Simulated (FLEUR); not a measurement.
# P under changes of volume

One of the cells (20.458 Å³/atom); the others are scaled copies at fixed shape and fractional positions:

```
P
1.0
     1.64774   -5.46504    0.00000
     1.64774    5.46504    0.00000
     0.00000    0.00000    4.54364
P
4
Direct
  0.90414 0.09586 0.58882
  0.09586 0.90414 0.41118
  0.59586 0.40414 0.08882
  0.40414 0.59586 0.91118
```

```yaml
Program: FLEUR MaX-R8.1 (patched build s14)
Functional: LDA
Potentials_or_basis: all-electron
Basis: FLAPW
Kmax: 4.28 1/bohr
k_mesh: 8 × 8 × 6
Occupations: fermi-dirac, width 0.05 eV
Spin: no spin polarisation
```

```csv
volume (Å³/atom),energy over the lowest point (meV/atom),gap on the mesh (eV)
19.230,5.11,0.08
19.639,0.00,0.06
20.458,2.88,0.02
21.276,20.32,0.05
21.685,?,?
```

Task: What does the run at 21.685 Å³/atom give?

Result: Energy over the lowest point 33.59 meV/atom; gap on the mesh 0.08 eV.

Worked out: A Birch-Murnaghan fit of order 2 (a polynomial in V^(-2/3)) to the other rows has its minimum at 19.90 Å³/atom with B0 = V·E''(V) = 80 GPa at fixed shape and positions, which overstates the stiffness. It gives 33.67 meV/atom at 21.685 Å³/atom, against the run's 33.59.

Energies are extrapolated to zero smearing.

Caveats: the plane-wave cutoff is short for the semicore states, which can make moduli rough.

A mesh can miss the band edges.
